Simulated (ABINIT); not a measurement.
# AlAs (F-43m): G0W0 with ABINIT, start to end, part 2 of 3

Aim: the G0W0 gap of AlAs (F-43m) on PBE, step by step.

ABINIT 10.8.3; PBE and many-body steps on it, plane waves. Known limits of the many-body steps: not at the basis limit; no spin-orbit coupling; coarse k mesh.

So far. Step 2 (Ground state): The gap is indirect, with the least direct gap 0.61 eV higher.

## (3) Bands along the symmetry lines

Level of this step: DFT, PBE, plane waves, norm-conserving pseudopotentials (ABINIT).

The cheap functional maps the bands first; the places of the edges decide which points the dearer methods must see.

run.abi reads:

```
acell 3*1.0 Angstrom
rprim 
  0.000000000000 2.830400000000 2.830400000000
  2.830400000000 0.000000000000 2.830400000000
  2.830400000000 2.830400000000 -0.000000000000
ntypat 2
znucl 13 33
natom 2
typat 1 2
xred 
  0.000000000000 0.000000000000 0.000000000000
  0.250000000000 0.250000000000 0.250000000000
pp_dirpath "pseudos"
pseudos "Al.upf, As.upf"
ecut 44
iscf -2
irdden 1
kptopt 0
nkpt 50
kpt 
  0.00000000 0.00000000 0.00000000
  -0.06250000 -0.06250000 0.00000000
  -0.12500000 -0.12500000 0.00000000
  -0.18750000 -0.18750000 0.00000000
  -0.25000000 -0.25000000 0.00000000
  -0.31250000 -0.31250000 0.00000000
  -0.37500000 -0.37500000 0.00000000
  -0.43750000 -0.43750000 0.00000000
  -0.50000000 -0.50000000 0.00000000
  -0.48437500 -0.48437500 0.03125000
  -0.46875000 -0.46875000 0.06250000
  -0.45312500 -0.45312500 0.09375000
  -0.43750000 -0.43750000 0.12500000
  -0.42187500 -0.42187500 0.15625000
  -0.40625000 -0.40625000 0.18750000
  -0.39062500 -0.39062500 0.21875000
  -0.37500000 -0.37500000 0.25000000
  -0.37500000 0.00000000 0.37500000
  -0.32812500 0.00000000 0.32812500
  -0.28125000 0.00000000 0.28125000
  -0.23437500 0.00000000 0.23437500
  -0.18750000 0.00000000 0.18750000
  -0.14062500 0.00000000 0.14062500
  -0.09375000 0.00000000 0.09375000
  -0.04687500 0.00000000 0.04687500
  0.00000000 0.00000000 0.00000000
  0.00000000 0.00000000 0.06250000
  0.00000000 0.00000000 0.12500000
  0.00000000 0.00000000 0.18750000
  0.00000000 0.00000000 0.25000000
  0.00000000 0.00000000 0.31250000
  0.00000000 0.00000000 0.37500000
  0.00000000 0.00000000 0.43750000
  -0.00000000 -0.00000000 0.50000000
  -0.06250000 -0.03125000 0.46875000
  -0.12500000 -0.06250000 0.43750000
  -0.18750000 -0.09375000 0.40625000
  -0.25000000 -0.12500000 0.37500000
  -0.31250000 -0.15625000 0.34375000
  -0.37500000 -0.18750000 0.31250000
  -0.43750000 -0.21875000 0.28125000
  -0.50000000 -0.25000000 0.25000000
  -0.50000000 -0.28125000 0.21875000
  -0.50000000 -0.31250000 0.18750000
  -0.50000000 -0.34375000 0.15625000
  -0.50000000 -0.37500000 0.12500000
  -0.50000000 -0.40625000 0.09375000
  -0.50000000 -0.43750000 0.06250000
  -0.50000000 -0.46875000 0.03125000
  -0.50000000 -0.50000000 0.00000000
istwfk *1
nband 20
nbdbuf 2
tolwfr 1e-08
nstep 40
prtwf 0
prtvol 0
indata_prefix "in"
outdata_prefix "out"
tmpdata_prefix "tmp"
```

Started as:

```bash
OMP_NUM_THREADS=1 mpirun -n 4 abinit run.abi > log
```

Numbers of over 12 decimals in the logs are rounded to 6 here.

The program printed:

```text
.Version 10.8.3 of ABINIT. v10.8.2 released Aug 2026.

 Symmetries : space group F-4 3 m (#216); Bravais cF (face-center cubic)
[... echo of the input left out ...]
== DATASET  1 ==================================================================
-   mpi_nproc: 4, omp_nthreads: 1 (-1 if OMP is not activated)

--- !DatasetInfo
iteration_state: {dtset: 1, }
dimensions: {natom: 2, nkpt: 50, mband: 20, nsppol: 1, nspinor: 1, nspden: 1, mpw: 4314, }
cutoff_energies: {ecut:  44.0, pawecutdg:  -1.0, }
electrons: {nelect:   2.60000000E+01, charge:   0.00000000E+00, occopt:   1.00000000E+00, tsmear:   1.00000000E-02, }

 Real(R)+Recip(G) space primitive vectors, cartesian coordinates (Bohr,Bohr^-1):
 R(1)=  0.0000000  5.3486808  5.3486808  G(1)= -0.0934810  0.0934810  0.0934810
 R(2)=  5.3486808  0.0000000  5.3486808  G(2)=  0.0934810 -0.0934810  0.0934810
 R(3)=  5.3486808  5.3486808  0.0000000  G(3)=  0.0934810  0.0934810 -0.0934810
 Unit cell volume ucvol=  3.0603426E+02 bohr^3
 Angles (23,13,12)=  6.00000000E+01  6.00000000E+01  6.00000000E+01 degrees

 getcut: wavevector=  0.0000  0.0000  0.0000  ngfft=  48  48  48
         ecut(hartree)=     44.000   => boxcut(ratio)=   2.12514

--- Pseudopotential description ------------------------------------------------
- Al Generated using ONCVPSP code by D. R. Hamann
- 13.00000   3.00000  171031                  znucl, zion, pspdat
12 -101130 2 -1 1876                          pspcod,pspxc,lmax,lloc,mmax
     nproj     2     2     2
  pspatm : epsatm=    4.08140545
         --- l  ekb(1:nproj) -->
             0    5.126667    0.728291
             1    7.287548    0.832437
             2   -2.770497   -0.637722
 pspatm: atomic psp has been read  and splines computed

- As Generated using ONCVPSP code by D. R. Hamann
- 33.00000  23.00000  171031                  znucl, zion, pspdat
12 -101130 2 -1 1358                          pspcod,pspxc,lmax,lloc,mmax
     nproj     2     2     2
  pspatm : epsatm=   24.77333152
         --- l  ekb(1:nproj) -->
[...]
pspatm: atomic psp has been read  and splines computed

--------------------------------------------------------------------------------

================================================================================
 prteigrs : about to open file out_EIG
 Non-SCF case, kpt    1 (  0.00000  0.00000  0.00000), residuals and eigenvalues=
  5.27E-09  2.07E-09  7.38E-09  4.12E-09  1.56E-09  4.42E-09  2.39E-09  5.29E-09
  6.76E-09  7.86E-09  5.07E-09  6.61E-09  7.46E-09  5.62E-09  5.49E-09  1.85E-09
  8.67E-09  4.59E-09  5.27E-08  1.71E-07
 -6.6023E+00 -4.5201E+00 -4.5201E+00 -4.5201E+00 -1.1016E+00 -1.1016E+00
 -1.1016E+00 -1.1012E+00 -1.1012E+00 -2.7342E-01  1.6294E-01  1.6294E-01
  1.6294E-01  2.3806E-01  3.2071E-01  3.2071E-01  3.2071E-01  4.8937E-01
  4.9545E-01  4.9545E-01
 Non-SCF case, kpt    2 ( -0.06250 -0.06250  0.00000), residuals and eigenvalues=
[...]
4.9799E-01  5.0063E-01
 Non-SCF case, kpt    3 ( -0.12500 -0.12500  0.00000), residuals and eigenvalues=
[...]
4.44E-09  3.34E-09  8.18E-07  5.15E-06
[...]
5.0560E-01  5.2967E-01
[...]
Non-SCF case, kpt   49 ( -0.50000 -0.46875  0.03125), residuals and eigenvalues=
[...]
6.2461E-01  6.2488E-01
 Non-SCF case, kpt   50 ( -0.50000 -0.50000  0.00000), residuals and eigenvalues=
[...]
-1.1015E+00 -1.1012E+00 -1.1011E+00 -2.0124E-01 -3.6473E-02  8.3068E-02
  8.3068E-02  2.1570E-01  2.4749E-01  5.4237E-01  5.4237E-01  5.9532E-01
  6.2845E-01  6.2849E-01

--- !ResultsGS
iteration_state: {dtset: 1, }
comment   : Summary of ground state results
lattice_vectors:
- [  0.0000000,   5.3486808,   5.3486808, ]
- [  5.3486808,   0.0000000,   5.3486808, ]
- [  5.3486808,   5.3486808,  -0.0000000, ]
lattice_lengths: [   7.56418,    7.56418,    7.56418, ]
lattice_angles: [ 60.000,  60.000,  60.000, ] # degrees, (23, 13, 12)
lattice_volume:   3.0603426E+02
convergence: {deltae:  0.000E+00, res2:  0.000E+00, residm:  9.996E-09, diffor:  0.000E+00, }
etotal    :  -3.07602800E+02
entropy   :   0.00000000E+00
fermie    :   1.62937956E-01
cartesian_stress_tensor: null
pressure_GPa: null
xred      :
- [  0.0000E+00,   0.0000E+00,   0.0000E+00, Al]
- [  2.5000E-01,   2.5000E-01,   2.5000E-01, As]
cartesian_forces: null
force_length_stats: {min: null, max: null, mean: null, }

 Integrated electronic density in atomic spheres:
 ------------------------------------------------
 Atom  Sphere_radius  Integrated_density
[...]
================================================================================

 ----iterations are completed or convergence reached----

 Mean square residual over all n,k,spin=   49.327E-10; max=  99.956E-10
 reduced coordinates (array xred) for    2 atoms
       0.000000000000      0.000000000000      0.000000000000
       0.250000000000      0.250000000000      0.250000000000

 cartesian coordinates (angstrom) at end:
[...]
length scales=  1.889726125908  1.889726125908  1.889726125908 bohr
              =  1.000000000000  1.000000000000  1.000000000000 angstroms
 prteigrs : about to open file out_EIG
 Eigenvalues (hartree) for nkpt=  50  k points:
 kpt#   1, nband= 20, wtk=  1.00000, kpt=  0.0000  0.0000  0.0000 (reduced coord)
[...]
kpt#   2, nband= 20, wtk=  1.00000, kpt= -0.0625 -0.0625  0.0000 (reduced coord)
[...]
kpt#   3, nband= 20, wtk=  1.00000, kpt= -0.1250 -0.1250  0.0000 (reduced coord)
[...]
kpt#  49, nband= 20, wtk=  1.00000, kpt= -0.5000 -0.4687  0.0313 (reduced coord)
[...]
0.54137    0.58280    0.62461    0.62488
 kpt#  50, nband= 20, wtk=  1.00000, kpt= -0.5000 -0.5000  0.0000 (reduced coord)
  -6.60227   -4.52014   -4.52014   -4.52014   -1.10162   -1.10152   -1.10152   -1.10122
  -1.10114   -0.20124   -0.03647    0.08307    0.08307    0.21570    0.24749    0.54237
   0.54237    0.59532    0.62845    0.62849

== END DATASET(S) ==============================================================
================================================================================

 -outvars: echo values of variables after computation  --------
            nband          20
             nkpt          50
          spgroup         216
 [... the other variables as echoed above ...]

 Calculation completed.
```

It took 21 s on 4 MPI ranks of Arm Neoverse V1, shared host; peak memory 0.33 GiB; 85 s of CPU time.

This step gave:

| Property | Result |
| --- | --- |
| gap | 1.436 eV |
| k of the valence top | 0, 0, 0 |
| k of the conduction bottom | -0.5, -0.5, 0 |
| least direct gap | 2.044 eV |

The gap is 1.436 eV, as in the run before at this level.

Electronic bands along the path, in eV, zero at the top of the highest filled band:

```
    point  band 10  band 11  band 12  band 13  band 14  band 15  band 16  band 17
        Γ   -11.87     0.00     0.00     0.00     2.04     4.29     4.29     4.29
  halfway   -11.10    -3.21    -1.34    -1.34     2.59     3.78     6.84     6.84
        X    -9.91    -5.43    -2.17    -2.17     1.44     2.30    10.32    10.32
  halfway    -9.90    -5.35    -2.71    -2.08     1.80     3.03     9.53     9.58
        U    -9.94    -5.17    -3.41    -1.80     2.24     4.98     8.18     8.33
jump to K    -9.94    -5.17    -3.41    -1.80     2.24     4.98     8.18     8.33
  halfway   -11.03    -3.68    -2.00    -0.46     3.71     4.97     5.18     5.93
        Γ   -11.87     0.00     0.00     0.00     2.04     4.29     4.29     4.29
  halfway   -11.30    -3.39    -0.48    -0.48     2.61     4.92     4.92     6.45
        L   -10.46    -5.57    -0.83    -0.83     2.14     4.69     4.69     7.76
  halfway   -10.20    -5.26    -2.69    -1.54     3.67     4.25     6.69     7.66
        W    -9.88    -5.08    -3.18    -2.82     4.33     5.65     5.71     6.07
  halfway    -9.89    -5.28    -2.69    -2.54     2.50     3.41     8.13     8.86
        X    -9.91    -5.43    -2.17    -2.17     1.44     2.30    10.32    10.32
```

The electronic bands as a text plot (rows in eV, shown from -8.0 to 6.9 only):

```
    6.6 |    +++           +++              +         ++++ ++
    6.0 |    +              +++++++                  +   +++
    5.3 |  ++                 +++  ++      +        +    + +
    4.7 | +              ++     ++++++   +++++++++++   ++   +
    4.1 |++  +                     ++++++           ++++++++
    3.5 |  ++ ++++      +     +++++++                ++     ++
    2.9 | +  +++  +    +   +++       +   ++++       +         ++
    2.2 |+      ++ ++++  ++           +++    +++++++         ++ +
    1.6 |         +++++++                                      ++
    1.0 |
    0.4 |
   -0.2 |****                   *************
   -0.9 |    *              ****   ***       ********
   -1.5 |  ** ****         *     ****    **         ***
   -2.1 |    *    *********     *                    * **     ***
   -2.7 |              **     ** **        *          *  ******
   -3.3 |     **         *****              *          *****
   -4.0 |       **              *            **
   -4.6 |         *         ****
   -5.2 |          *********                   **   *************
   -5.8 |                                        ***
   -6.4 |
   -7.1 |
   -7.7 |
         Γ           X  U|K            Γ         L        W     X
```

## (4) Empty states on the mesh, 4×4×4 mesh, 123 bands

The sums over transitions need many empty states on a uniform mesh; this step solves for them.

run.abi reads:

```
acell 3*1.0 Angstrom
rprim 
  0.000000000000 2.830400000000 2.830400000000
  2.830400000000 0.000000000000 2.830400000000
  2.830400000000 2.830400000000 -0.000000000000
ntypat 2
znucl 13 33
natom 2
typat 1 2
xred 
  0.000000000000 0.000000000000 0.000000000000
  0.250000000000 0.250000000000 0.250000000000
pp_dirpath "pseudos"
pseudos "Al.upf, As.upf"
ecut 44
ngkpt 4 4 4
nshiftk 1
shiftk 0 0 0
kptopt 1
chksymbreak 0
irdden 1
istwfk *1
nband 123
prtvol 0
optdriver 6
gwr_task "HDIAGO"
paral_kgb 0
occopt 1
indata_prefix "in"
outdata_prefix "out"
tmpdata_prefix "tmp"
```

The program printed:

```text
[banner, memory and clock lines left out]
.Version 10.8.3 of ABINIT. v10.8.2 released Aug 2026.

 Symmetries : space group F-4 3 m (#216); Bravais cF (face-center cubic)
[... echo of the input left out ...]
== DATASET  1 ==================================================================
-   mpi_nproc: 4, omp_nthreads: 1 (-1 if OMP is not activated)

--- !DatasetInfo
iteration_state: {dtset: 1, }
dimensions: {natom: 2, nkpt: 8, mband: 123, nsppol: 1, nspinor: 1, nspden: 1, mpw: 4314, }
cutoff_energies: {ecut:  44.0, pawecutdg:  -1.0, }
electrons: {nelect:   2.60000000E+01, charge:   0.00000000E+00, occopt:   1.00000000E+00, tsmear:   1.00000000E-02, }

.Using double precision arithmetic; gwpc =  8

- Reading GS density from: in_DEN

--- Pseudopotential description ------------------------------------------------
- Al Generated using ONCVPSP code by D. R. Hamann
- 13.00000   3.00000  171031                  znucl, zion, pspdat
12 -101130 2 -1 1876                          pspcod,pspxc,lmax,lloc,mmax
     nproj     2     2     2
  pspatm : epsatm=    4.08140545
         --- l  ekb(1:nproj) -->
             0    5.126667    0.728291
             1    7.287548    0.832437
             2   -2.770497   -0.637722
 pspatm: atomic psp has been read  and splines computed

- As Generated using ONCVPSP code by D. R. Hamann
- 33.00000  23.00000  171031                  znucl, zion, pspdat
12 -101130 2 -1 1358                          pspcod,pspxc,lmax,lloc,mmax
     nproj     2     2     2
  pspatm : epsatm=   24.77333152
         --- l  ekb(1:nproj) -->
             0    4.034276   -2.353825
             1   -6.723548   -2.113112
             2  -10.105298   -4.355719
 pspatm: atomic psp has been read  and splines computed

   7.50223161E+02                                ecore*ucvol(ha*bohr**3)

 Total charge density [el/Bohr^3]
)     Maximum=    7.1008E+00  at reduced coord.    0.2083    0.2708    0.3125
)     Minimum=    1.5770E-03  at reduced coord.    0.0000    0.0000    0.0000
   Integrated=    2.6000E+01

 === KS gaps after direct diagonalization ===
 Indirect band gap semiconductor
 Fundamental gap:     1.436 (eV)
   VBM:     4.434 (eV) at k: [ 0.0000E+00,  0.0000E+00,  0.0000E+00]
   CBM:     5.870 (eV) at k: [ 5.0000E-01,  5.0000E-01,  0.0000E+00]
 Direct gap:         2.044 (eV) at k: [ 0.0000E+00,  0.0000E+00,  0.0000E+00]

== END DATASET(S) ==============================================================

 -outvars: echo values of variables after computation  --------
           etotal      0.0000000000E+00
            nband         123
             nkpt           8
          spgroup         216
 [... the other variables as echoed above ...]

 Calculation completed.
```

Elapsed: 1.9 min, on 4 MPI ranks; peak memory 4.2 GiB.

This step gave:

| Property | Result |
| --- | --- |
| gap | 1.436 eV |
| k of the valence top | 0, 0, 0 |
| k of the conduction bottom | 0.5, 0.5, 0 |
| least direct gap | 2.044 eV |
| k points computed | 8 |
| lowest point of the top converged band, above the valence top | 87.2392 eV |

On this mesh the gap is 1.436 eV.

## (5) Screening, 4×4×4 mesh, 115 bands, screening to 163.3 eV

The RPA dielectric matrix is built and inverted for each q.

This step: RPA screening on PBE, plane waves, norm-conserving pseudopotentials.

Edit run.abi of step 4 so:

```diff
@@ -20,10 +20,11 @@
 chksymbreak 0
-irdden 1
 istwfk *1
-nband 123
-prtvol 0
-optdriver 6
-gwr_task "HDIAGO"
-paral_kgb 0
 occopt 1
+irdwfk 1
+optdriver 3
+nband 115
+ecuteps 6
+inclvkb 2
+awtr 1
+symchi 1
 indata_prefix "in"
```

The program printed:

```text
.Version 10.8.3 of ABINIT. v10.8.2 released Aug 2026.

 Symmetries : space group F-4 3 m (#216); Bravais cF (face-center cubic)
[... echo of the input left out ...]
== DATASET  1 ==================================================================
-   mpi_nproc: 4, omp_nthreads: 1 (-1 if OMP is not activated)

--- !DatasetInfo
iteration_state: {dtset: 1, }
dimensions: {natom: 2, nkpt: 8, mband: 115, nsppol: 1, nspinor: 1, nspden: 1, mpw: 4314, }
cutoff_energies: {ecut:  44.0, pawecutdg:  -1.0, }
electrons: {nelect:   2.60000000E+01, charge:   0.00000000E+00, occopt:   1.00000000E+00, tsmear:   1.00000000E-02, }

 SCREENING: Calculation of the susceptibility and dielectric matrices

 Based on a program developped by R.W. Godby, V. Olevano, G. Onida, and L. Reining.
 Incorporated in ABINIT by V. Olevano, G.-M. Rignanese, and M. Torrent.
.Using double precision arithmetic ; gwpc =  8

[... cell and pseudopotentials left out ...]
--------------------------------------------------------------------------------

 ==== K-mesh for the wavefunctions ====
 Number of points in the irreducible wedge :     8
[... list of points left out ...]
 Together with 24 symmetry operations and time-reversal symmetry
 yields    64 points in the full Brillouin Zone.

 ==== Q-mesh for the screening function ====
 Number of points in the irreducible wedge :     8
[... list of points left out ...]
 Together with 24 symmetry operations and time-reversal symmetry
 yields    64 points in the full Brillouin Zone.

 setmesh: FFT mesh size selected  =    32x   32x   32
          total number of points  =        32768

 vcoul_init : cutoff-mode = AUXILIARY_FUNCTION
 q-points for optical limit:   1
     1)      0.000010    0.000020    0.000030

- screening: taking advantage of time-reversal symmetry
- Maximum band index for partially occupied states nbvw = 13
- Remaining bands to be divided among processors   nbcw = 102
- Number of bands treated by each node ~25

 Number of electrons calculated from density =   26.0000; Expected =   26.0000
 average of density, n =  0.084958
 r_s =    1.4111
 omega_plasma =   28.1162 [eV]

 calculating chi0 at frequencies [eV] :
  1    0.000000E+00    0.000000E+00
  2    0.000000E+00    2.811624E+01

--------------------------------------------------------------------------------
  q-point number  1        q = ( 0.000000, 0.000000, 0.000000) [r.l.u.]
--------------------------------------------------------------------------------
[... chi0 elements left out ...]
 For q-point:  0.000010 0.000020 0.000030
  dielectric constant =  14.2157
  dielectric constant without local fields =  15.9555

  Average fulfillment of the sum rule on Im[epsilon] for q-point    1 :     43.48  [%]
[... wings left out ...]
  q-point number  2        q = ( 0.250000, 0.000000, 0.000000) [r.l.u.]
--------------------------------------------------------------------------------
[... chi0 elements left out ...]
  Average fulfillment of the sum rule on Im[epsilon] for q-point    2 :     48.51  [%]

 [... 6 further q-points ...]
```

Run time: 35 s. Hardware: 4 MPI ranks; peak memory 1.1 GiB.

Numbers from this step:

```yaml
eps_infinity_with_local_fields_on_this_mesh_along_the_program_s_q_direction: 14.22
the_same_without_local_fields: 15.96
plasma_frequency: 28.12 eV
plane_waves_in_the_screening_matrix: 181
```

Local fields lower ε∞ by 11 %. On a Γ-centred mesh this coarse the value itself is usually too large, while a short band sum pulls it down.

(Part 2 of 3 ends here.)

[Paths, hosts, dates, memory and timing lines, banners, echoed tables and standing remarks are left out of the program output.]

[Logs are printed without paths, hosts, clocks, repeated set-up lines and the standing remarks that a program may print on its own settings, such as how far it seeks lower states.]

[Runs of the session that timed out or met a known fault of the program may be left out.]

[Hosts, paths, dates, database ids (printed as entryN), source tags and the programs' standing remarks are cut or masked in the printed files.]

[G0W0 gaps are taken among the corrected bands and points alone; a level outside them can change the order at an edge.]

[Where Ansatz stands beside ABINIT at settings called matched, ABINIT's density can come from a denser mesh and the files from another edition; pairs whose starting gaps differed by over 0.03 eV were left out, so agreement reads better than it is.]
